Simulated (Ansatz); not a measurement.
**GaAs: how the settings move a single-point run**

Aim: see which settings change the result for GaAs, by how much, and at what cost. The cell is built on a prototype (rocksalt) and needn't be the phase found in nature.

Computed with Ansatz 0.2.0 (reference: DFT, HSE06, plane waves, PAW, unless a step's input says otherwise).

2 further runs of the same task are left out: 1 for a known fault of the program, 1 that didn't finish.

## 1. The structure to begin with

It takes space group Fm-3m (No. 225, cubic). The conventional cell has a = 5.329 Å, b = 5.329 Å, c = 5.329 Å, α = 90.00°, β = 90.00°, γ = 90.00°. Around Ga (site symmetry m-3m) lie 6 As at 2.66 Å. As (site symmetry m-3m) is surrounded by 6 Ga at 2.66 Å.

Coordinates:

```cif
data_structure
_symmetry_space_group_name_H-M 'P 1'
_symmetry_Int_Tables_number 1
_cell_length_a 3.7682
_cell_length_b 3.7682
_cell_length_c 3.7682
_cell_angle_alpha 60.000
_cell_angle_beta 60.000
_cell_angle_gamma 60.000
_cell_volume 37.83
loop_
_atom_site_label
_atom_site_type_symbol
_atom_site_fract_x
_atom_site_fract_y
_atom_site_fract_z
_atom_site_occupancy
Ga1 Ga 0.00000 0.00000 0.00000 1
As1 As 0.50000 0.50000 0.50000 1
```

## 2. Baseline

Input file input.yaml:

```yaml
crystal:
  lattice:
    - [0.0, 2.6645247173, 2.6645247173]
    - [2.6645247173, 0.0, 2.6645247173]
    - [2.6645247173, 2.6645247173, 0.0]
  atoms:
    - { symbol: Ga, position: [0.0, 0.0, 0.0] }
    - { symbol: As, position: [0.5, 0.5, 0.5] }
kpoints:
  mp_grid: { grid: [4, 4, 4] }
hamiltonian:
  xc: hse06
scf:
  occupations: { method: fermi_dirac, width: 0.02 }
  n_extra_bands: 4
output:
  forces: true
  stress: true
  eigenvalues: true
```

The run is started by

```sh
ansatz run input.yaml --threads 4 --pin off --max-ram 3686MiB --backend cpu --events-out ev --progress --plain --runs-dir out
```

## 3. Changing settings: exchange pbe, correlation pbe, coeff 0.5

input.yaml, as its differences from that of step 2:

```diff
@@ -11,3 +11,3 @@
 hamiltonian:
-  xc: hse06
+  xc: { exchange: pbe, correlation: pbe, exx: { coeff: 0.5 } }
 scf:
```

## 4. Variant: exchange pbe, correlation pbe, coeff 0.75

input.yaml, as its differences from that of step 2:

```diff
@@ -11,3 +11,3 @@
 hamiltonian:
-  xc: hse06
+  xc: { exchange: pbe, correlation: pbe, exx: { coeff: 0.75 } }
 scf:
```

## 5. Changed: xc wpbeh

input.yaml, as its differences from that of step 2:

```diff
@@ -11,3 +11,3 @@
 hamiltonian:
-  xc: hse06
+  xc: wpbeh
 scf:
```

## 6. Changing settings: xc r2scan50

input.yaml, as its differences from that of step 2:

```diff
@@ -11,3 +11,3 @@
 hamiltonian:
-  xc: hse06
+  xc: r2scan50
 scf:
```

## 7. A further run, with the input changed

input.yaml, as its differences from that of step 2:

```diff
@@ -15,2 +15,4 @@
   n_extra_bands: 4
+  mixing: { beta: 1.0 }
+  max_iter: 83
 output:
```

(Steps that only read results are left out.)

**Question.** What will these runs give? Wanted: for each run, ending; energy change; pressure; gap; force.

**Answer**, as computed:

| run | ending | energy change | pressure (GPa) | gap (eV) | force (eV/Å) | cycles | time |
| --- | --- | --- | --- | --- | --- | --- | --- |
| reference | converged | 0 | 0.8 | 0.00 | 0.00 | 32 | 9.2 s |
| 1: exchange pbe, correlation pbe, coeff 0.5 | converged | not comparable | -2.9 | 0.00 | 0.00 | 56 | 16 s |
| 2: exchange pbe, correlation pbe, coeff 0.75 | converged | not comparable | -5.5 | 0.00 | 0.00 | 59 | 17 s |
| 3: xc wpbeh | converged | not comparable | 1.7 | 0.00 | 0.00 | 42 | 9.9 s |
| 4: xc r2scan50 | converged | not comparable | -3.1 | 0.00 | 0.00 | 42 | 15 s |
| 5: mixing.beta 1.0 | converged | 0.0 meV/atom | 0.8 | 0.00 | 0.00 | 40 | 9.7 s |

Residual by cycle in the longest SCF loop of each run; runs are numbered as in the table. The quantity is the density residual dr2, in eV.

| cycle | reference | run 1 | run 2 | run 3 | run 4 | run 5 |
| --- | --- | --- | --- | --- | --- | --- |
| 1 | 0.0582 | 5.8e-5 | 0.606 | 0.0681 | 3.9e-5 | 0.0582 |
| 2 | 0.00688 | 1.4e-5 | 0.0608 | 0.027 | 1.1e-5 | 0.403 |
| 3 | 5.8e-5 | 1.4e-5 | 0.0407 | 0.00221 | 1.1e-5 | 0.00462 |
| 4 | 5.4e-5 | 1.4e-5 | 0.039 | 2.0e-4 | 1.0e-5 | 1.4e-5 |
| 5 | 2.1e-4 | 1.4e-5 | 0.039 | 1.1e-4 | 1.0e-5 | 1.1e-5 |
| 6 | 1.6e-6 | 7.7e-6 | 0.00389 | 1.7e-5 | 2.8e-6 | 4.0e-6 |
| 8 | 2.8e-8 | 1.5e-6 | 0.00209 | 1.6e-6 | 6.4e-7 | 2.4e-8 |
| 9 | 1.8e-9 | 8.8e-7 | 8.0e-4 | 3.9e-8 | 6.4e-7 | 1.0e-8 |
| 10 | 5.5e-11 | 1.7e-7 | 3.6e-4 | 5.9e-9 | 5.3e-7 | 1.8e-10 |
| 11 | - | 1.7e-7 | 3.3e-4 | 9.5e-10 | 6.9e-9 | - |
| 12 | - | 1.0e-7 | 1.6e-4 | 9.7e-11 | - | - |
| 13 | - | 3.0e-9 | - | - | - | - |

«mixing.beta 1.0» leaves the energy as it was.
